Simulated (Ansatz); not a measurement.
Ge:

```
Ge
1.0
    -2.49590    2.65086    1.43695
     2.49590   -2.65086    1.43695
     2.49590    2.65086   -1.43695
Ge
2
Cartesian
  0.0000 1.3254 0.1841
  2.4959 1.3254 1.2529
```

This isn't the form of Ge at room conditions, which is diamond.

Base run:

```yaml
Program: Ansatz 0.2.0
Functional: BLYP
Potentials_or_basis: Ansatz PAW
Cutoff: 420 eV
Density_cutoff: 1680 eV
k_mesh: 11 × 11 × 11
Occupations: fermi-dirac, width 0.05 eV
Spin: no spin polarisation
```

Its results: band gap on the k mesh none (metal or under the smearing width); pressure 7.4 GPa; largest force 0.077 eV/Å.

Problem. The run is repeated on the same cell with these changes: functional from BLYP to PBEsol. What comes out?

Solution. Band gap on the k mesh none (metal or under the smearing width); pressure -2.5 GPa; largest force 0.059 eV/Å.

PBEsol binds more tightly than BLYP, so the same cell stands under less pressure.

Caveats: the PAW data sets come from PBE, with cores solved anew for the run's functional, which leaves a small shift of forces and pressure; the potentials were made for another functional, which shifts forces and pressure (some runs).

Not every run made on this cell is shown here.
